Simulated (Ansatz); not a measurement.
Crystal: CoSi2.

```
Co Si
1.0
     0.00000    2.67800    2.67800
     2.67800    0.00000    2.67800
     2.67800    2.67800    0.00000
Co Si
1 2
Direct
  0.00000 0.00000 0.00000
  0.75000 0.75000 0.75000
  0.25000 0.25000 0.25000
```

Base run:

```yaml
Program: Ansatz 0.2.0
Functional: PBE
Potentials_or_basis: Ansatz PAW
Cutoff: "420 eV (not typed: the program's choice for these potentials)"
k_mesh: 7 × 7 × 7
Occupations: fermi-dirac, width 0.05 eV
Spin: collinear spin, ferromagnetic start
Starting_moments: "[2.5, 0.0, 0.0] μB"
Fixed_moment: 2.5 μB
```

Its results: pressure 20.0 GPa; site moments Co +1.42; Si +0.23 μB.

After a change of settings the same cell gave: pressure 10.0 GPa; site moments Co +0.87; Si +0.13 μB. Which change was it?
A. fixed moment from 2.5 μB to 1.5 μB; moments at the start from [2.5, 0.0, 0.0] to [1.5, 0.0, 0.0]
B. fixed moment from 2.5 μB to 0.5 μB; moments at the start from [2.5, 0.0, 0.0] to [0.5, 0.0, 0.0]
C. fixed moment from 2.5 μB to 4 μB; moments at the start from [2.5, 0.0, 0.0] to [4.0, 0.0, 0.0]
D. fixed moment from 2.5 μB to 2 μB; moments at the start from [2.5, 0.0, 0.0] to [2.0, 0.0, 0.0]

A.

Caveats: the total moment is fixed, so each spin has its own Fermi level; the thresholds are loose for stress.
